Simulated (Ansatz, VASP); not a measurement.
**Two plane-wave programs on Ni**

```
CELL_PARAMETERS angstrom
0.00000 2.61471 2.61471
2.61471 0.00000 2.61471
2.61471 2.61471 0.00000
ATOMIC_POSITIONS crystal
Ni 0.12500 0.12500 0.12500
Ni 0.87500 0.87500 0.87500
```

Alike in both runs: task single point; functional PBE; k mesh 12 × 12 × 12; occupations fermi-dirac, width 0.1 eV; no spin polarisation.

|  | VASP | Ansatz |
| --- | --- | --- |
| version | VASP 6.6.1 | Ansatz 0.2.0 |
| potentials or method | VASP PAW PBE potentials, release 64 (Ni) | plane waves (420 eV) with PAW, scalar-relativistic |
| plane-wave cutoff (eV) | 520 | 420 |
| valence electrons in the cell | 20 | 36 |

|  | VASP | Ansatz | Ansatz less VASP |
| --- | --- | --- | --- |
| pressure (GPa) | -5.7 | -5.8 | -0.11 |

The two sets of potentials don't hold the same shells in valence.

Caveats: the run has no spin polarisation, though such a crystal can be magnetic. Spin polarisation is off, so any magnetic state and its effect on volume and gap are missing.
